**Question**

I have Wannier functions for tetragonal BaTiO₃ from a density-functional calculation, with a warning that disentanglement did not converge.

Wannier functions of tetragonal BaTiO₃ from GPAW 26.7.0 and Wannier90 3.1.0, using RPBE, PAW data sets and an 800 eV plane-wave cutoff, without spin polarisation. The k mesh is 7×7×7 for the DFT run and 4×4×4 for the Wannier functions. Columns a, b and c give each function's centre as fractions of the cell edges (4.0, 4.0 and 4.018 Å).

```csv
row,function a (fractional),function b (fractional),function c (fractional),function spread (angstrom^2)
1,-0.001,0.000,0.011,1.060
2,0.000,0.000,0.036,2.330
3,-0.001,-0.005,-0.079,1.640
4,-0.002,0.000,-0.086,1.508
5,0.001,-0.001,-0.069,1.366
6,0.500,0.500,0.490,0.127
7,0.377,0.397,0.875,8.538
8,0.500,0.500,0.490,0.231
9,0.500,0.500,0.491,0.231
10,0.500,0.500,0.490,0.232
11,0.556,0.590,0.075,8.094
12,0.281,0.259,0.091,6.695
13,0.718,0.558,0.153,8.205
14,0.500,0.500,0.490,0.618
15,0.500,0.500,0.490,0.622
16,0.500,0.500,0.498,0.430
17,0.500,0.500,0.490,0.623
18,0.500,0.500,0.489,0.419
19,0.000,0.499,0.517,0.848
20,0.000,0.500,0.516,0.688
21,0.000,0.500,0.521,0.713
22,0.000,0.498,0.517,1.536
23,0.499,0.000,0.514,0.680
24,0.499,0.000,0.526,1.205
25,0.500,0.000,0.519,0.702
26,0.500,0.000,0.517,0.687
27,0.498,0.499,0.010,0.806
28,0.500,0.500,0.019,0.703
29,0.491,0.493,0.023,1.868
30,0.500,0.500,0.018,0.709
```

1. What does the spread measure, and which functions belong to which atom?
2. Why are the Ba 5p functions so much wider than Ti 3p?
3. What are the huge functions in rows 7 and 11–13?
4. Is there a symmetry test of the whole set?
5. Each oxygen has one wide function. Is that Ti–O covalency?
6. What would a finer mesh or a smaller set of functions change?

**Answer**

**1.** The spread is the mean square distance of a function's density from its own centre, so its square root is a width. The centres, the order and the number of functions suggest that rows 1–5 started from Ba orbitals, rows 6–18 from Ti and rows 19–30 from O. Most stayed close to their atom. The orbital names used here rest on that assignment, since a centre and a spread do not fix a shape.

**2.** Ti 3p has only one inner p shell to be orthogonal to, so it can lie close to the nucleus. Ba 5p has three inner p shells, which push it outwards, and it is less tightly bound. The widths are about 0.5 Å for Ti 3p (rows 8–10) and 1.2 Å for Ba 5p (rows 3–5), a contrast far larger than the errors discussed below. By the same reasoning, replacing Ba by Sr, whose outer p shell is 4p, should give narrower functions on that site.

**3.** By their order these four started as Ti 4s and 4p, but they are no longer atomic orbitals. All four centres lie more than 1.6 Å from Ti and closer to the apical oxygen, the one above or below Ti along the polar axis. A likely reason is that the set must describe high empty bands that are not purely Ti 4s and 4p. Ba 5d states are expected among them, yet no function started from Ba 5d. Such bands are hard to gather around Ti.

Their size also depends on how the states were mixed. The same calculation gives 17.2 Å² as the part of the total spread that no remixing within the chosen space can change. The four functions alone sum to 31.5 Å², so at least 31.5 − 17.2 = 14.3 Å² of this depends on the mixing. Better localisation might remove some of it, though not necessarily all.

**4.** Yes: add up the centres. A half turn about the polar axis changes the coordinate $b$ (column "function b") into $-b$. If the space spanned by the functions has the crystal's symmetry, the sum of all centres can change only by a whole number $n$:

$$-\sum b=\sum b+n .$$

The sum must therefore be a whole or half number. The table gives 10.287, and the nearest allowed value is 10.5. The miss of 0.213 cell edges, times 4.0 Å, is 0.85 Å, far more than rounding can produce.

Nearly all of this miss comes from the four broad functions. The unconverged disentanglement is a natural suspect, but the rule is exact only for a fine mesh, and mesh errors are expected to be largest for just these broad functions. One run cannot separate these causes.

**5.** The table does not establish it. The wide oxygen functions average 1.5 Å², twice the value of the others, which would suit p orbitals pointing at Ti and mixing with its d orbitals. But if mixing widened both partners, the two Ti 3d functions that point at oxygen should be wide as well. The Ti 3d spreads do split into three and two, as expected around a nearly octahedral site, yet the pair is the narrower group: 0.42 against 0.62 Å². Nor is this evidence against covalency. The set holds both bonding and antibonding states, which can be unmixed into nearly atomic functions, so covalency need not show in the spreads.

The finer ranking is no safer. Rows 22 and 24 appear to be the same orbital on two oxygens that symmetry makes equivalent, yet their spreads differ by 0.33 Å². The apical function in row 29 exceeds row 22 by the same amount, so that difference should not be read as stronger bonding. The three Ti 3p spreads, by contrast, agree to 0.001 Å².

**6.** A finer mesh would matter most for the broad functions. The program obtains spreads from overlaps between neighbouring mesh points a step $q$ apart. For an isolated Gaussian cloud of true spread $S$, it would find

$$S_{\text{mesh}}=\frac{3}{q^2}\left(1-e^{-q^2S/3}\right).$$

These functions were made on a 4×4×4 mesh, for which the formula suggests a shortfall of about two per cent for the compact oxygen functions and tens of per cent for the broad four. It is only an order of magnitude, because real functions are not Gaussian and would also change shape on a new mesh. The printed output below lists this estimate with the symmetry sums.

The smaller set is the better cure if you want polarisation. The 40 electrons fill 20 bands, and a gap separates these from the empty ones, so 20 functions describe them without disentanglement. Your 30 functions mix in empty states, so even the 0.3 Å offset of the Ba 5p centres from the Ba site is not a dipole. Use the filled bands alone for polarisation, and test any larger set by its symmetry before interpreting its spreads.

The analysis program printed:

```
Total spread of 30 functions (A^2): 54.11
Share of rows 7 and 11-13 in the total (percent): 58.27
Gauge-dependent share of the total (percent): 68.13
Least gauge-dependent spread within the four broad functions (A^2): 14.28
Distance of rows 7, 11, 12, 13 from Ti (A): 1.674, 1.722, 2.067, 1.628
Distance of rows 7, 11, 12, 13 from the apical O (A): 0.86, 0.4829, 1.336, 1.054
Ti to apical O distance from mean function centres (A): 1.9
Mean spread, Ti 3p then Ba 5p (A^2): 0.2313, 1.505
Root-mean-square width, Ti 3p then Ba 5p (A): 0.481, 1.227
Mean height of Ba 5p centres relative to the Ba site (A): -0.3134
Mean spread, three wider then two narrower Ti 3d (A^2): 0.621, 0.4245
Mean spread, three wide then nine other O functions (A^2): 1.536, 0.7262
Summed spread of the two equivalent O sites (A^2): 3.785, 3.274
Spread difference, row 22 less 24 and row 3 less 5 (A^2): 0.331, 0.274
Sum of all centres along a and b (fractional): 10.42, 10.29
Miss of these sums from the half number 10.5 (fractional): -0.084, -0.213
Part of the miss from the four broad functions (fractional): -0.068, -0.196
Rough Gaussian rise for an infinitely fine mesh, nine slim O then four broad (percent): 1.915, 28.35
```
